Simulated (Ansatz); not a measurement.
# A vibration from a frozen displacement in Te2Mo

Level of theory: DFT r2SCAN, scalar-relativistic, plane waves, PAW in Ansatz 0.2.0. Settings: plane waves to 500 eV, k-mesh 9×9×2 (Γ-centred), Gaussian smearing 0.05 eV. Spin–orbit coupling is left out, which matters for the heavy elements here. No spin polarisation. Energies are free energies at this smearing, counted from the undisturbed cell; pressure is positive in compression.

The starting cell (as given, not relaxed at this level; it stands at 0.0 GPa; this form isn't the usual structure):

```xyz
3
Lattice="3.5602 0.0000 0.0000 -1.7801 3.0833 0.0000 0.0000 0.0000 17.5241" Properties=species:S:1:pos:R:3 pbc="T T T"
Te    0.0000    2.0555   15.7341
Te    0.0000    2.0555    1.7900
Mo   -1.7801    3.0833    0.0000
```

The cell holds layers and no dispersion correction was added, so their binding is poorly described.

Every Mo atom is moved by x along the Cartesian unit vector (0.000, 0.000, 1.000); the cell and all other atoms stay fixed. The cell's volume is 192.36 Å³; the moved atoms weigh 95.950 u together and the others 255.200 u.

| x (Å) | ΔE (meV/cell) | total force on the moved atoms along the move (eV/Å) | pressure (GPa) |
| --- | --- | --- | --- |
| -0.2000 | 438.42 | 4.3770 | 0.8940 |
| -0.1000 | 109.60 | 2.1929 | 0.2253 |
| 0.0000 | 0.00 | 0.0000 | 0.0007 |
| 0.0500 | 27.39 | -1.0957 | 0.0569 |
| 0.1500 | 246.68 | -3.2898 | 0.5050 |

Task: What frequency belongs to this motion?

Result: The force constant is k = −dF/dx = 21.919 eV/Å², from the parabola through x = -0.1000, 0 and 0.0500. In every cell the moved atoms swing against the rest, so the mass is μ = m₁m₂/(m₁ + m₂) = 69.732 u, and ν̃ = 521.5 cm⁻¹ × √(|k|/μ) = 292 cm⁻¹. To first order in x, and within 1 %, the force on every atom lies along the move and, within each of the two groups, in proportion to the atom's mass, so this is itself a mode at the zone centre of this cell, taken without macroscopic field (the transverse frequency in a polar insulator).

Task: How far does the harmonic law reach?

Result: At x = -0.200 Å, kx²/2 = 438.38 meV against the computed 438.42 meV (+0.0 %): the well is still close to harmonic there.